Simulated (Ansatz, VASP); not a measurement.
MgS: VASP beside Ansatz

```
Mg S
1.0
     0.00000    2.56649    2.56649
     2.56649    0.00000    2.56649
     2.56649    2.56649    0.00000
Mg S
1 1
Direct
  0.00000 0.00000 0.00000
  0.50000 0.50000 0.50000
```

Change from the starting cell: volume scaled by 0.96, PAW files.

Alike in both runs: task electric field gradients; functional LDA; k mesh 8 × 8 × 8; occupations fermi-dirac, width 0.01 eV; no spin polarisation.

|  | VASP | Ansatz |
| --- | --- | --- |
| version | VASP 6.6.1 | Ansatz 0.2.0 |
| potentials or method | VASP PAW LDA potentials, release 64 (Mg, S) | PAW with Ansatz's default frozen-core files, scalar-relativistic |
| plane-wave cutoff (eV) | 520 | 420 |
| valence electrons in the cell | 8 | 16 |

Ansatz gave:

```
gap on the k mesh at the Fermi level (eV)                      : 2.64
pressure (GPa)                                                 : -0.2
Vzz of the field gradient on the site that differs most (V/Å²) : 0.0
```

Problem. Which values does VASP return?

Solution. gap on the k mesh at the Fermi level (eV): 2.64; pressure (GPa): -0.8; Vzz of the field gradient on the site that differs most (V/Å²): 0.0.

The two sets of potentials don't hold the same shells in valence.

A k mesh can miss the band edges.
